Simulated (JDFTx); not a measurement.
# Ru under changes of volume

One of the cells (13.575 Å³/atom); the others are scaled copies at fixed shape and fractional positions:

```
CELL_PARAMETERS angstrom
2.70580 0.00000 0.00000
-1.35290 2.34329 0.00000
0.00000 0.00000 4.28190
ATOMIC_POSITIONS crystal
Ru 0.66667 0.33333 0.75000
Ru 0.33333 0.66667 0.25000
```

| Property | Result |
| --- | --- |
| Program | JDFTx 1.7.0 (patched build) |
| Functional | r2SCAN |
| Potentials or basis | SG15-PBE-1.2 with smoothed tails |
| Cutoff | 1088 eV |
| Density cutoff | 8708 eV |
| k mesh | 6 × 6 × 3 |
| Occupations | fermi-dirac, width 0.05 eV |
| Spin | no spin polarisation |

| volume (Å³/atom) | energy over the lowest point (meV/atom) | pressure (GPa) |
| --- | --- | --- |
| 12.760 | ? | ? |
| 13.032 | 13.67 | 11.8 |
| 13.303 | 0.53 | 4.0 |
| 13.575 | 0.00 | -3.0 |
| 13.846 | 10.68 | -9.3 |
| 14.118 | 31.32 | -14.8 |
| 14.389 | 60.81 | -19.7 |

Q: What does the run at 12.760 Å³/atom give?

A: Energy over the lowest point 40.96 meV/atom; pressure 20.7 GPa.

Worked out: A Birch-Murnaghan fit of order 3 (a polynomial in V^(-2/3)) to the other rows has its minimum at 13.45 Å³/atom with B0 = V·E''(V) = 346 GPa and B' = 4.8 at fixed shape and positions, which overstates the stiffness. It gives 41.06 meV/atom at 12.760 Å³/atom, against the run's 40.96, and -dE/dV = 20.7 GPa, against 20.7.

Energies are extrapolated to zero smearing.

Caveats: all runs use coarse meshes; the potentials were made for another functional, which shifts forces and pressure.
